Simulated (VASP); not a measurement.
# NiO, spin and orbital moments with spin-orbit coupling: which settings are enough?

NiO, Fm-3m (no. 225), 4 atoms in the cell. LDA, DFT+U, spin-orbit coupling; PAW potentials Ni, O (LDA set). VASP 6.6.1.

Wanted: orbital moments along the spin within 0.02 muB; spin moments within 0.02 muB.

Hubbard U (eV): Ni shell d, U 5; LDAUTYPE: 2; Starting moments (muB): 1.414, 1.414, 0, -1.414, -1.414, 0, 0, 0, 0, 0, 0, 0.

POSCAR:
```
NiO
1.0
    0.0000000000      2.0859016414      2.0859016414
    2.0859016414      0.0000000000      2.0859016414
    4.1718032828      2.0859016414     -2.0859016414
Ni O
2 2
Direct
    0.0000000000      0.0000000000      0.0000000000
    0.5000000000      0.0000000000      0.5000000000
    0.7500000000      0.5000000000      0.2500000000
    0.2500000000      0.5000000000      0.7500000000
```

The series start from Symmetry (ISYM): -1; Density mixing: linear for magnets; Electronic algorithm: Normal; LMAXMIX: 4; Cutoff (eV): 400; Smearing width (eV): 0.05; k-point spacing (1/Å): 0.45. Each series keeps the choices made before it, and each single choice may use up half of a tolerance.

## Symmetry (ISYM)

| Symmetry (ISYM) | Orbital moments along the spin, largest deviation (muB) | Spin moments, largest deviation (muB) | SCF iterations | Time (s) |
|---|---|---|---|---|
| -1 | 0.000 | 0.000 | 21 | 83 |
| 2 | 0.000 | 0.001 | 21 | 39 |

Chosen: 2, the fastest of those that stay within half of the tolerance.

## Density mixing

| Density mixing | Orbital moments along the spin, largest deviation (muB) | Spin moments, largest deviation (muB) | SCF iterations | Time (s) |
|---|---|---|---|---|
| linear for magnets | 0.000 | 0.000 | 21 | 39 |
| default | 0.000 | 0.000 | 21 | 42 |
| AMIX 0.2, AMIX_MAG 0.8 | 0.000 | 0.000 | 22 | 44 |

Chosen: linear for magnets; no other choice that stays within half of the tolerance saves 30 % of the time.

## Electronic algorithm

| Electronic algorithm | Orbital moments along the spin, largest deviation (muB) | Spin moments, largest deviation (muB) | SCF iterations | Time (s) |
|---|---|---|---|---|
| Normal | 0.000 | 0.000 | 21 | 39 |
| Fast | 0.000 | 0.001 | 20 | 40 |
| All | 0.000 | 0.000 | 28 | 51 |

Chosen: Normal.

## Cutoff (eV)

| Cutoff (eV) | Orbital moments along the spin, largest deviation (muB) | Spin moments, largest deviation (muB) | SCF iterations | Time (s) |
|---|---|---|---|---|
| 300 | 0.003 | 0.000 | 20 | 26 |
| 350 | 0.001 | 0.002 | 20 | 28 |
| 400 | 0.000 | 0.000 | 21 | 39 |
| 450 | 0.000 | 0.000 | 21 | 36 |
| 520 | 0.000 | 0.000 | 21 | 45 |
| 600 (reference) | 0.000 | 0.000 | 21 | 48 |

Chosen: 300, the loosest value from which every tighter one stays within half of the tolerance.

## Smearing width (eV)

| Smearing width (eV) | Orbital moments along the spin, largest deviation (muB) | Spin moments, largest deviation (muB) | SCF iterations | Time (s) |
|---|---|---|---|---|
| 0.2 | 0.000 | 0.000 | 20 | 22 |
| 0.1 | 0.000 | 0.000 | 20 | 23 |
| 0.05 | 0.000 | 0.000 | 20 | 26 |
| 0.02 (reference) | 0.000 | 0.000 | 20 | 29 |

Chosen: 0.2.

## k-point spacing (1/Å)

| k-point spacing (1/Å) | Orbital moments along the spin, largest deviation (muB) | Spin moments, largest deviation (muB) | SCF iterations | Time (s) |
|---|---|---|---|---|
| 0.6 | 0.002 | 0.002 | 20 | 22 |
| 0.45 | 0.002 | 0.000 | 20 | 22 |
| 0.35 | 0.000 | 0.000 | 20 | 61 |
| 0.28 | 0.000 | 0.000 | 20 | 116 |
| 0.22 (reference) | 0.000 | 0.000 | 20 | 209 |

Chosen: 0.6.

## All choices together

| Input | Orbital moments along the spin, largest deviation (muB) | Spin moments, largest deviation (muB) | Time (s) |
|---|---|---|---|
| LSORBIT with default moments, cutoff, precision and mixing (naive) | no result | no result | 714 |
| chosen settings | 0.003 | 0.002 | 22 |
| reference settings throughout | 0.000 | 0.000 | 728 |

The tolerance is met.

Values of the reference run: Orbital moments along the spin: 0.225, 0.225, 0, 0 μB; Spin moments: 1.622, 1.622, 0, 0 μB.

## The input

INCAR:
```
PREC     = Accurate       # precision mode
ENCUT    = 300            # plane-wave cutoff, eV
EDIFF    = 1E-7           # SCF threshold, eV
NELM     = 200            # most SCF steps
ALGO     = Normal         # electronic algorithm
ISMEAR   = 0              # smearing method
SIGMA    = 0.2            # smearing width, eV
LREAL    = F              # projectors in reciprocal space
LASPH    = T              # aspherical terms in the spheres
LMAXMIX  = 4              # l up to which the mixer works
LORBIT   = 11             # projections on sites
LWAVE    = F              # write WAVECAR
LCHARG   = F              # write CHGCAR
GGA      = CA             # functional
VOSKOWN  = 1            
GGA_COMPAT= F            
ISYM     = 2            
LSORBIT  = T              # spin-orbit coupling
LORBMOM  = T            
MAGMOM   = 1.414 1.414 0 -1.414 -1.414 0 0 0 0 0 0 0 # initial moments
NBANDS   = 52             # bands
AMIX     = 0.2          
BMIX     = 1E-4         
AMIX_MAG = 0.8          
BMIX_MAG = 1E-4         
LDAU     = T              # DFT+U
LDAUTYPE = 2            
LDAUL    = 2 -1           # shell
LDAUU    = 5 0            # U, eV
LDAUJ    = 0 0          
LDAUPRINT= 1             
```

KPOINTS:
```
Automatic mesh
0
Gamma
  5 5 3
  0 0 0
```

Commands:
```
cat potpaw_LDA.64/Ni/POTCAR potpaw_LDA.64/O/POTCAR > POTCAR
mpirun -np 8 vasp_ncl > vasp.out
```

The chosen input took VASP 6.6.1 22 s on 8 cores (Intel Xeon Platinum 8559C (Emerald Rapids)), a shared host.

## An input that fails: spin-orbit coupling asked of the collinear program

What the run shows: ERROR: Noncollinear calculations require that VASP is compiled without the flag -DNGXhalf and-DNGZhalf. You probably tried to run a noncollinear calculation (LNONCOLLINEAR=T) with the executable vasp_std. Use vasp_ncl ….

Changes against the starting input:
```
- NELM = 200
+ NELM = 60
- vasp_ncl
+ vasp_std
```
